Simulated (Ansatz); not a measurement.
EuO:

```
Eu O
1.0
     0.00000    2.57195    2.57195
     2.57195    0.00000    2.57195
     2.57195    2.57195    0.00000
Eu O
1 1
Direct
  0.00000 0.00000 0.00000
  0.50000 0.50000 0.50000
```

Base run:

```yaml
Program: Ansatz 0.2.0
Functional: PBE
Potentials_or_basis: PseudoDojo 3+ lanthanides with PseudoDojo standard (PBE files)
Cutoff: 1143 eV
Density_cutoff: 4572 eV
k_mesh: 9 × 9 × 9
Occupations: fermi-dirac, width 0.05 eV
Spin: collinear spin, ferromagnetic start
Starting_moments: "[7.0, 0.0] μB"
```

Its results: band gap on the k mesh none (metal or under the smearing width); pressure -14.1 GPa; net moment 0.00 μB per cell.

Task: The run is repeated on the same cell with these changes: functional from PBE to rPW86-PBE; potentials or basis from PseudoDojo 3+ lanthanides with PseudoDojo standard (PBE files) to Ansatz PAW; cutoff from 1143 eV to 420 eV (not typed: the program's choice for these potentials); valence electrons from 17 to 23. What comes out?

Result: Band gap on the k mesh none (metal or under the smearing width); pressure -0.7 GPa; net moment 6.96 μB per cell; site moments Eu +6.60; O -0.05 μB.

Caveats: spin-orbit coupling is left out, which moves the levels of the heavy elements; the 4f electrons are frozen in the core as for a trivalent ion, so they carry no moment and show no levels, and Eu and Yb are often divalent (some runs); the starting moments weren't kept (some runs); a cell with one magnetic atom can't hold antiferromagnetic order, which such compounds often take (some runs); without U or exact exchange the open f shell lies at the Fermi level, which spoils levels, moments and volumes (some runs); the PAW data sets come from PBE, with cores solved anew for the run's functional, which leaves a small shift of forces and pressure (some runs).
